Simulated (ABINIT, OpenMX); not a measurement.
This is a calculation of Ru (Ruthenium) for ABINIT 10.8.3 (patched build). 

File run.abi:

```
pp_dirpath "./"
pseudos "Ru.LDA_PW-JTH.xml"

acell 5.113220948 5.1132209481 8.091618293
rprim
     1.0000000000     0.0000000000     0.0000000000
    -0.5000000000     0.8660254038     0.0000000000
     0.0000000000     0.0000000000     1.0000000000
ntypat 1
znucl 44
natom 2
typat 1 1
xred
     0.6666666667     0.3333333333     0.7500000000
     0.3333333333     0.6666666667     0.2500000000

ecut 408.170794 eV
pawecutdg 30.0

kptopt 1
ngkpt 9 9 5
nshiftk 1
shiftk 0.0 0.0 0.0

ixc 7

nband 20
occopt 3
tsmear 0.05 eV

nstep 100
tolvrs 1.0e-9

iomode 3
prtwf 0
prtden 0
prteig 0
prtebands 0
enunit 2
```

Potentials or basis: JTH PAW LDA v2.0.

Run with:

```bash
$ abinit run.abi > log 2>&1
```

Problem. Translate it to OpenMX 3.8.5. Potentials or basis there: OpenMX 2013 LDA set, Ru7.0-s3p2d2f1, grid cutoff 560 Ry.

Solution. As run (cutoffs and basis follow the program's own potentials, and thresholds, step limits or extra output files can differ):

Contents of Ru.dat:

```
System.CurrrentDirectory             ./
System.Name                          Ru
DATA.PATH                            ./DFT_DATA13
level.of.stdout                      1
level.of.fileout                     0
Species.Number                       1
<Definition.of.Atomic.Species
  Ru  Ru7.0-s3p2d2f1         Ru_CA13
Definition.of.Atomic.Species>

Atoms.Number                         2
Atoms.SpeciesAndCoordinates.Unit     FRAC
<Atoms.SpeciesAndCoordinates
    1  Ru    0.6666666667    0.3333333333    0.7500000000   7.000  7.000
    2  Ru    0.3333333333    0.6666666667    0.2500000000   7.000  7.000
Atoms.SpeciesAndCoordinates>

Atoms.UnitVectors.Unit               Ang
<Atoms.UnitVectors
     2.7058000000    0.0000000000    0.0000000000
    -1.3529000000    2.3432915376    0.0000000000
     0.0000000000    0.0000000000    4.2819000000
Atoms.UnitVectors>

scf.XcType                           LDA
scf.SpinPolarization                 off
scf.ElectronicTemperature            580.226
scf.energycutoff                     560.0
scf.maxIter                          100
scf.EigenvalueSolver                 band
scf.Kgrid                            9 9 5
scf.Mixing.Type                      rmm-diisk
scf.Init.Mixing.Weight               0.05
scf.Min.Mixing.Weight                0.001
scf.Max.Mixing.Weight                0.3
scf.Mixing.History                   25
scf.Mixing.StartPulay                8
scf.criterion                        1.0e-8
scf.stress.tensor                    on
MD.Type                              nomd
```

Potentials or basis: OpenMX 2013 LDA set, Ru7.0-s3p2d2f1, grid cutoff 560 Ry.

Command:

```console
$ openmx Ru.dat -nt 1 > Ru.std
```

Both were run:

|  | ABINIT | OpenMX |
| --- | --- | --- |
| Pressure | -12.8 GPa | -10.1 GPa |

The potentials hold 32 and 28 valence electrons a cell.

The two programs' LDA may be different fits to the electron gas.

The cell lies far from this level's equilibrium.

Pressure is positive in compression.
